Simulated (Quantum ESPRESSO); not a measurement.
## TiC under changes of volume

One of the cells (10.158 Å³/atom); the others are scaled copies at fixed shape and fractional positions:

```xyz
2
Lattice="0.0000 2.1657 2.1657 2.1657 0.0000 2.1657 2.1657 2.1657 0.0000" Properties=species:S:1:pos:R:3 pbc="T T T"
Ti    0.0000    0.0000    0.0000
C     2.1657    2.1657    2.1657
```

The cell is a database's computed one.

```yaml
Program: Quantum ESPRESSO 7.5
Functional: r2SCAN
Potentials_or_basis: SG15 PBE 1.2
Cutoff: 1197 eV
Density_cutoff: 4789 eV
k_mesh: 8 × 8 × 8
Occupations: fermi-dirac, width 0.05 eV
Spin: no spin polarisation
```

```tsv
volume (Å³/atom)	energy over the lowest point (meV/atom)	pressure (GPa)
9.548	30.47	17.5
9.752	12.48	10.8
9.955	2.58	4.8
10.158	0.00	-0.7
10.361	?	?
10.564	14.12	-10.2
10.767	29.63	-14.3
```

What does the run at 10.361 Å³/atom give?

Energy over the lowest point 4.05 meV/atom; pressure -5.7 GPa.

Worked out: A Birch-Murnaghan fit of order 3 (a polynomial in V^(-2/3)) to the other rows has its minimum at 10.13 Å³/atom with B0 = V·E''(V) = 264 GPa and B' = 3.8. It gives 4.05 meV/atom at 10.361 Å³/atom, against the run's 4.05, and -dE/dV = -5.6 GPa, against -5.7.

Energies are extrapolated to zero smearing.

Caveats: the potentials were made for another functional, which shifts forces and pressure.
